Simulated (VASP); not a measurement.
The system is HfO2.

```xyz
12
Lattice="5.1180 0.0000 0.0000 0.0000 5.1857 0.0000 -0.8587 0.0000 5.2139" Properties=species:S:1:pos:R:3 pbc="T T T"
Hf    0.8021    2.3870    3.6914
Hf    3.0279    4.9798    4.1294
Hf    3.4573    2.7987    1.5224
Hf    1.2314    0.2059    1.0845
O    -0.3473    0.8733    4.4146
O     4.1773    3.4661    3.4062
O     4.6066    4.3124    0.7993
O     0.0821    1.7196    1.8076
O     1.4549    3.8473    5.1101
O     2.3751    1.2544    2.7107
O     2.8045    1.3384    0.1038
O     1.8842    3.9313    2.5032
```

Base run:

| Item | Value |
| --- | --- |
| Program | VASP 6.6.1 |
| Functional | revPBE |
| Potentials or basis | VASP PAW PBE potentials, release 64 (Hf_pv, O) |
| Cutoff | 520 eV |
| k mesh | 5 × 5 × 5 |
| Occupations | fermi-dirac, width 0.05 eV |
| Spin | no spin polarisation |

Its results: band gap on the k mesh 4.23 eV, indirect (least direct gap 4.29 eV).

Question: The run is repeated on the same cell with these changes: functional from revPBE to AM05; further incar settings from ALGO = Normal; EDIFF = 1e-07 to ALGO = Fast; EDIFF = 1e-07; NBANDS = 56. What comes out?

Answer: Band gap on the k mesh 4.09 eV, indirect (least direct gap 4.16 eV).

Caveats: spin-orbit coupling is left out, which moves the levels of the heavy elements.

A k mesh can miss the band edges.
